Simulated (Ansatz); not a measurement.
The cell is a database entry far from equilibrium at this level of theory, probably a faulty or high-pressure entry; it serves as a test geometry alone.

NaCl: DFT, PBE, PAW with Ansatz's default frozen-core files, scalar-relativistic (Ansatz 0.2.0).

```yaml
crystal:
  lattice:
    - [2.86, 0.0, 0.0]
    - [0.0, 2.86, 0.0]
    - [0.0, 0.0, 2.86]
  atoms:
    - { symbol: Na, position: [0.0, 0.0, 0.0] }
    - { symbol: Cl, position: [0.5, 0.5, 0.5] }
kpoints:
  mp_grid: { grid: [8, 8, 8] }
  band_path:
    path:
      - [0.0, 0.0, 0.0]
      - [0.0, 0.5, 0.0]
      - [0.5, 0.5, 0.0]
      - [0.0, 0.0, 0.0]
      - [0.5, 0.5, 0.5]
      - [0.0, 0.5, 0.0]
      - [0.5, 0.5, 0.5]
      - [0.5, 0.5, 0.0]
    npoints: 8
scf:
  occupations: { method: fermi_dirac, width: 0.02 }
hamiltonian:
  xc: pbe
  pseudopotentials: { kind: paw }
output:
  forces: true
  stress: true
  eigenvalues: true
  efg: { contact_densities: true }
  populations: true
  bader: true
  dos: { projected: true, de: 0.2, e_range: [-14, 8] }
```

Output:

```
Engine: ansatz 0.2.0
Pseudopotentials: kind: paw
Pseudopotential: Na, paw, valence charge 9, recommended cutoff 420 eV (normal)
Pseudopotential: Cl, paw, valence charge 7, recommended cutoff 420 eV (normal)
Functional definition: PBE
  parameter kappa = 0.804
  parameter beta = 0.06672455060314922
  exchange = pbe_x(kappa = kappa, mu = beta*pi^2/3)
  correlation = pbe_c(beta = beta)
Crystal: 2 atoms, lattice volume = 23.394 Å³
Basis set: ecut = 420 eV, 461 PW (Γ), exchange–correlation on 40×40×40 points (8 copies of the dense FFT grid, shifted against one another)
Bands: 12, of which v1, the nominal top of the filled ones, is band 8 counted from 1 (7 counted from 0)
Symmetry: 48 space group operations
Space group: Pm-3m (ITA 221), of the structure as read, at distance tolerance 2.9e-5 Å
k-points: 35 of 512
Non-local potential: Na, projectors of the file, l = 0: 3, l = 1: 2, l = 2: 1
Non-local potential: Cl, projectors of the file, l = 0: 2, l = 1: 2, l = 2: 2
PAW form: soft (Blöchl's): semilocal exchange-correlation on the pseudo side does not see the compensation charge
PAW one-centre angular grid: Na, 110 points (default); XC on 64 Gauss nodes
PAW one-centre angular grid: Cl, 110 points (default); XC on 64 Gauss nodes
Initial density: superposition of atomic densities (neutral atoms: chi_scale 0, normalization atom), corrected by the library's trained network
Initial wavefunctions: pseudopotential atomic-orbital guess
Functional: x = pbe(κ = 0.804, μ = 0.2195149727645171), c = pbe(β = 0.06672455060314922)
SCF iter   1: F=—  HF=-2566.985675 eV  |F-HF|=—  |Δ(HF+E_count)|=         —  Δρ=8.22e-4  dr2=1.03e-4  ethr=1.77e-3  ⟨swp⟩=6.8  Hψ=2690  notcnv=0
preconditioner: auto → none  [insulator: Δε(μ)=4.375 eV  Ē_g=23.587 eV  σ=0.020 eV  W_gap=1.00  n_scr=6 (ndim 8)  ℏωp=28.7 eV  f_vac=0.000  D(μ)=0.00/eV (n_scr^D=0)  ε∞_Penn≈2.5]
SCF iter   2: F=—  HF=-2566.984870 eV  |F-HF|=—  |Δ(HF+E_count)|=   8.06e-4  Δρ=7.42e-4  dr2=9.13e-5  ethr=6.43e-7  ⟨swp⟩=2.6  Hψ=1053  notcnv=0
SCF iter   3: F=—  HF=-2566.984700 eV  |F-HF|=—  |Δ(HF+E_count)|=   1.70e-4  Δρ=3.51e-4  dr2=1.85e-5  ethr=5.71e-7  ⟨swp⟩=2.2  Hψ=704  notcnv=0
SCF iter   4: F=—  HF=-2566.984689 eV  |F-HF|=—  |Δ(HF+E_count)|=   1.09e-5  Δρ=1.13e-4  dr2=2.57e-6  ethr=1.15e-7  ⟨swp⟩=2.0  Hψ=699  notcnv=0
SCF iter   5: F=—  HF=-2566.984688 eV  |F-HF|=—  |Δ(HF+E_count)|=   9.81e-7  Δρ=4.96e-5  dr2=4.46e-7  ethr=1.60e-8  ⟨swp⟩=2.3  Hψ=531  notcnv=0
SCF iter   6: F=-2566.984688 eV  HF=-2566.984688 eV  |F-HF|=6.19e-8  |Δ(HF+E_count)|=   1.82e-7  Δρ=2.02e-5  dr2=7.84e-8  ethr=6.25e-10  ⟨swp⟩=2.1  Hψ=1542  notcnv=0
SCF 1 converged in 6 iterations: F = -2566.984688 eV  dr2 = 7.84e-8
  greatest PAW one-centre occupation: 1.000 electrons in one spin orbital (limit 2), on the Na atom at site 0 (counted from 0), in its partial waves of l = 0
NSCF: frozen V_eff on 57 k-points
SCF converged after 6 iterations
Free energy (F): -2566.984688 eV
Harris-Foulkes:  -2566.984688 eV  (|F-HF|=6.19e-8)
Internal energy: -2566.984688 eV  (E = F + TS)
E sigma→0 (E₀):  -2566.984688 eV
Fermi energy:    12.506010 eV
--- Per-component energies (eV) ---
  E_band       = -124.059173
  E_kinetic    = 295.790120
  E_local      = -1152.642970  (includes V_loc(G=0)·N_el)
  E_nonlocal   = 145.690596
  E_hartree    = 401.506106
  E_xc         = -151.796555
  E_vxc        = -179.818808  (∫ρ·V_xc dr)
  E_paw        = -922.614782  (= ΣΔE_a)
  E_vpaw       = -36.084453  (= ΣTr[D̂ρ^β])
  E_aug_tail   = 0.000091  (compensation charges beyond the density's cutoff)
  E_ewald      = -1182.917293
  E_smearing   = -0.000000  (= −TS)
  E_closure    = -0.000000  (closes the sum)
  Σ components = -2566.984688   (vs F -2566.984688, Δ=0.00e0)
--- Forces (eV/Å), atoms counted from 1 ---
  atom   1  Na    -0.00000000     0.00000000     0.00000000
  atom   2  Cl     0.00000000    -0.00000000    -0.00000000
  max |Σ_I F_I| component: 6.84e-30 eV/Å
--- Stress (GPa, compression-positive) ---
       64.901344       0.000000       0.000000
        0.000000      64.901344       0.000000
        0.000000       0.000000      64.901344
  P = ⅓ Tr σ = 64.9013 GPa (649.013 kbar)
--- PAW observables at the nuclei: V_zz in 10²¹ V/m², potentials from the cell's mean, atoms counted from 1 ---
  atom   1  Na V_zz =    +0.000000   η = 0.0000   by run symmetry: forbidden
            electrostatic potential = -983.188906 V   contact ρ = 5905.650942 e/Å³
  atom   2  Cl V_zz =    +0.000000   η = 0.0000   by run symmetry: forbidden
            electrostatic potential = -1780.952029 V   contact ρ = 24092.562674 e/Å³
--- Band table (eV; the first three rows and the last of 35) ---
  k-point 0: bands = ["-40.5606", "-12.4059", "-12.4059", "-12.4059", "-6.6298", "9.0611", "9.0611", "9.0611", "16.9045", "16.9045", "17.7598", "27.3771"]
  k-point 1: bands = ["-40.5570", "-12.4742", "-12.4006", "-12.4006", "-6.4272", "7.8973", "9.1253", "9.1253", "17.1441", "17.5705", "18.8745", "26.3174"]
  k-point 2: bands = ["-40.5483", "-12.6308", "-12.3877", "-12.3877", "-5.9005", "5.8135", "9.2877", "9.2877", "17.8310", "18.3108", "21.7866", "24.5507"]
  k-point 34: bands = ["-40.4925", "-12.5867", "-12.5867", "-12.5867", "-3.0449", "5.5453", "5.5453", "5.5453", "16.5817", "16.5817", "16.5817", "27.4972"]
--- Löwdin populations: 2 sites ---
  site symbol       q [e]
     0     Na      8.2805
     1     Cl      7.6527
  spilling = 0.004174 (of n_electrons = 16.000000)
--- Bader charges: 2 sites ---
  site symbol  charge [e]  shift [e]
     0     Na      0.8179     0.0010
     1     Cl     -0.8179     0.0010
  estimated error of the sums over rays = 1.2e-4 e
```

populations.tsv:

```
# site	symbol	l	j	q
# orbitals = lowdin
# n_electrons = 16.000000
# spilling = 0.004174
0	Na	0_2S	-	1.971469
0	Na	0_3S	-	0.313078
0	Na	1_2P	-	5.995990
1	Cl	0_3S	-	1.863657
1	Cl	1_3P	-	5.789027
```

bader_charges.tsv:

```
# site	symbol	x_ang	y_ang	z_ang	partial_charge_e	electrons	volume_ang3	relative_density_drop	shared_charge_e	partial_wave_shift_e
# quadrature_error_electrons = 1.2e-4
0	Na	0.0000	0.0000	0.0000	0.81795	10.18205	6.10	-	0.81795	0.00103
1	Cl	1.4300	1.4300	1.4300	-0.81795	17.81795	17.30	-	-0.81795	0.00103
```
